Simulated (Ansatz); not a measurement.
The system is HfO2.

```xyz
12
Lattice="5.2195 0.0000 0.0000 0.0000 5.0048 0.0000 0.0000 0.0000 5.0327" Properties=species:S:1:pos:R:3 pbc="T T T"
Hf    5.0472    3.6661    3.7314
Hf    2.7820    3.6661    1.2151
Hf    2.4375    1.3387    3.7314
Hf    0.1723    1.3387    1.2151
O     3.2994    4.6477    4.4251
O     4.5298    4.6477    1.9087
O     1.2211    2.7020    2.4776
O     1.3886    2.7020    4.9939
O     3.9984    2.3028    4.9939
O     3.8308    2.3028    2.4776
O     0.6896    0.3571    4.4251
O     1.9201    0.3571    1.9087
```

Measurements of this composition are mostly on another form, of space group No. 14.

- Program: Ansatz 0.2.0
- Task: relaxation of cell and atoms
- Functional: PBE
- Potentials or basis: Ansatz PAW
- Cutoff: 420 eV (not typed: the program's choice for these potentials)
- k mesh: 5 × 6 × 5
- Occupations: fermi-dirac, width 0.05 eV
- Spin: no spin polarisation

At the start: volume 10.96 Å³/atom.

Problem. How do energy, volume and symmetry change on relaxing?

Solution. It ends after 9 steps and the volume is 11.41 Å³/atom (+4.1 %); space group Pca2_1 (No. 29, to 0.05 Å).

Step by step:
```tsv
step	energy change (eV)	largest force (eV/Å)	volume (Å³)
1	0.0000	0.1166	131.46
2	-0.1086	0.0577	137.38
3	-0.1196	0.0465	136.46
4	-0.1209	0.0276	136.42
5	-0.1209	0.0280	136.66
6	-0.1211	0.0015	136.64
7	-0.1540	0.0035	136.64
8	-0.1531	0.0012	136.88
9	-0.1541	0.0013	136.88
```

Final structure:
```yaml
crystal:
  lattice:
    - [5.29358, 0.00000, 0.00000]
    - [0.00000, 5.06907, 0.00000]
    - [0.00000, 0.00000, 5.10116]
  atoms:
    - { symbol: Hf, position: [0.96740, 0.73370, 0.74000] }
    - { symbol: Hf, position: [0.53260, 0.73370, 0.24000] }
    - { symbol: Hf, position: [0.46740, 0.26630, 0.74000] }
    - { symbol: Hf, position: [0.03260, 0.26630, 0.24000] }
    - { symbol: O, position: [0.63459, 0.93239, 0.88316] }
    - { symbol: O, position: [0.86541, 0.93239, 0.38316] }
    - { symbol: O, position: [0.22923, 0.53721, 0.48984] }
    - { symbol: O, position: [0.27077, 0.53721, 0.98984] }
    - { symbol: O, position: [0.77077, 0.46279, 0.98984] }
    - { symbol: O, position: [0.72923, 0.46279, 0.48984] }
    - { symbol: O, position: [0.13459, 0.06761, 0.88316] }
    - { symbol: O, position: [0.36541, 0.06761, 0.38316] }
```

Caveat: the plane-wave basis is chosen anew once the cell has moved, so the energies of steps on either side of that aren't comparable; the pressure holds a Pulay correction of +0.8 GPa for the finite cutoff.
